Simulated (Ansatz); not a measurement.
An Ansatz input:

```yaml
crystal:
  lattice:
    - [0.0, 2.591532493, 2.591532493]
    - [2.591532493, 0.0, 2.591532493]
    - [2.591532493, 2.591532493, 0.0]
  atoms:
    - { symbol: In, position: [0.0, 0.0, 0.0] }
hamiltonian:
  xc: blyp
  pseudopotentials:
    kind: paw
    azcp:
      In: "pseudopotentials/In.paw.azcp"
basis:
  ecutwfc: 420
  fft_grid_basis: typed
kpoints:
  mp_grid: { grid: [12, 12, 12], shift: [0, 0, 0] }
magnetization:
  spin_polarized: false
scf:
  occupations: { method: fermi_dirac, width: 0.1 }
  lower_state_search: "off"
output:
  stress: true
```

Output

```
Engine: ansatz 0.2.0, x86_64-unknown-linux-gnu
Pseudopotentials: kind: paw
Pseudopotential: In, paw, valence charge 13, recommended cutoff 420 eV (normal) 
Functional definition: BLYP
  parameter beta = 0.0042
  parameter a = 0.04918
  parameter b = 0.132
  parameter c = 0.2533
  parameter d = 0.349
  exchange = b88_x(beta = beta)
  correlation = lyp_c(a = a, b = b, c = c, d = d)
Crystal: 1 atoms, lattice volume = 34.810 Å³
Basis set: ecut = 420 eV, 701 PW (Γ), exchange–correlation on 50×50×50 points (8 copies of the dense FFT grid, shifted against one another)
Bands: 11, of which v1, the nominal top of the filled ones, is band 7 counted from 1 (6 counted from 0)
Symmetry: 48 space group operations
Space group: Fm-3m (ITA 225), of the structure as read, at distance tolerance 3.3e-5 Å
k-points: 72 of 1728
Non-local potential: In, projectors of the file, l = 0: 2, l = 1: 2, l = 2: 2, l = 3: 2
PAW form: soft (Blöchl's): semilocal exchange-correlation on the pseudo side does not see the compensation charge
PAW frozen core: In, regenerated for the run's functional, and the local potential with it (the file was generated under x = pbe(κ = 0.804, μ = 0.2195149727645171), c = pbe(β = 0.06672455060314922))
PAW one-centre angular grid: In, 590 points (default); XC on 64 Gauss nodes
Initial density: superposition of atomic densities (neutral atoms: chi_scale 0, normalization atom), corrected by the library's trained network
Initial wavefunctions: pseudopotential atomic-orbital guess
Functional: x = b88, c = lyp
SCF iter   1: F=—  HF=-5613.790467 eV  |F-HF|=—  |Δ(HF+E_count)|=         —  Δρ=5.64e-3  dr2=8.98e-3  ethr=1.77e-3  ⟨swp⟩=5.0  Hψ=4728  notcnv=0
SCF iter   2: F=—  HF=-5613.790086 eV  |F-HF|=—  |Δ(HF+E_count)|=   3.81e-4  Δρ=3.60e-3  dr2=4.02e-3  ethr=6.91e-5  ⟨swp⟩=1.0  Hψ=1368  notcnv=0
SCF iter   3: F=—  HF=-5613.790667 eV  |F-HF|=—  |Δ(HF+E_count)|=   5.81e-4  Δρ=8.50e-4  dr2=2.36e-4  ethr=3.09e-5  ⟨swp⟩=2.3  Hψ=1248  notcnv=0
SCF iter   4: F=—  HF=-5613.790670 eV  |F-HF|=—  |Δ(HF+E_count)|=   3.62e-6  Δρ=6.04e-4  dr2=1.04e-4  ethr=1.82e-6  ⟨swp⟩=2.0  Hψ=1248  notcnv=0
SCF iter   5: F=—  HF=-5613.790622 eV  |F-HF|=—  |Δ(HF+E_count)|=   4.89e-5  Δρ=4.19e-5  dr2=6.30e-7  ethr=7.99e-7  ⟨swp⟩=2.0  Hψ=1160  notcnv=0
SCF iter   6: F=—  HF=-5613.790623 eV  |F-HF|=—  |Δ(HF+E_count)|=   1.43e-6  Δρ=2.40e-6  dr2=2.12e-9  ethr=7.69e-10  ⟨swp⟩=5.0  Hψ=2594  notcnv=0
SCF iter   7: F=-5613.790623 eV  HF=-5613.790623 eV  |F-HF|=3.73e-11  |Δ(HF+E_count)|=   4.26e-9  Δρ=4.13e-7  dr2=8.04e-11  ethr=1.63e-11  ⟨swp⟩=1.4  Hψ=2370  notcnv=0
SCF 1 converged in 7 iterations: F = -5613.790623 eV  dr2 = 8.04e-11
SCF converged after 7 iterations
Free energy (F): -5613.790623 eV
Harris-Foulkes:  -5613.790623 eV  (|F-HF|=3.73e-11)
Internal energy: -5613.767112 eV  (E = F + TS)
E sigma→0 (E₀):  -5613.778868 eV
Entropy (-TS):   -0.023511 eV (-23.511 meV/atom)
Fermi energy:    7.189265 eV
--- Per-component energies (eV) ---
  E_band       = -61.073142
  E_kinetic    = 239.508747
  E_local      = -1244.339795  (includes V_loc(G=0)·N_el)
  E_nonlocal   = 363.953202
  E_hartree    = 485.461482
  E_xc         = -213.155510
  E_vxc        = -97.053084  (∫ρ·V_xc dr)
  E_paw        = -4168.669478  (= ΣΔE_a)
  E_vpaw       = -294.065542  (= ΣTr[D̂ρ^β])
  E_aug_tail   = 0.000025  (compensation charges beyond the density's cutoff)
  E_ewald      = -1076.336654
  E_core_change = -0.189132  (= ΣΔE_core)
  E_smearing   = -0.023511  (= −TS)
  E_closure    = 0.000000  (closes the sum)
  Σ components = -5613.790623   (vs F -5613.790623, Δ=0.00e0)
--- Stress (GPa, compression-positive) ---
       -1.863321       0.000000      -0.000000
        0.000000      -1.863321      -0.000000
       -0.000000       0.000000      -1.863321
  P = ⅓ Tr σ = -1.8633 GPa (-18.633 kbar)
```

Command:

```sh
ansatz run input.yaml --threads 2 --pin off --max-ram 5120MiB --backend cpu --events-out ev --progress --plain --runs-dir out
```

On 2 threads of Intel(R) Xeon(R) 6975P-C (Granite Rapids) (shared host) this took about 0.57 s of wall time and 0.95 s of CPU time.
